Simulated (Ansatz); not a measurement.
All numbers below come from DFT, RPBE, plane waves (420 eV) with PAW, scalar-relativistic (Ansatz 0.2.0). (PAW data from PBE, frozen cores regenerated.)

An element in the hcp structure gives this curve. The cell is scaled uniformly from the relaxed one, with fractional coordinates and shape fixed. Energies are extrapolated to zero smearing, pressures are those at the given smearing. Magnetic state: spin not included.

```
V (Å³/atom)  E − E₀ (meV/atom)  P (GPa)
     12.990              274.6    57.51
     13.580              110.0    33.46
     14.171               24.2    14.62
     14.761                0.0    -0.13
     15.351               24.0   -11.65
     15.942               85.6   -20.61
     16.532              176.4   -27.53
```

Question: Which element is it?
A. tungsten
B. iridium
C. ruthenium
D. platinum

Answer: B. Its fit is V₀ = 14.74 Å³/atom, B₀ = 327 GPa, B₀′ = 5.1.
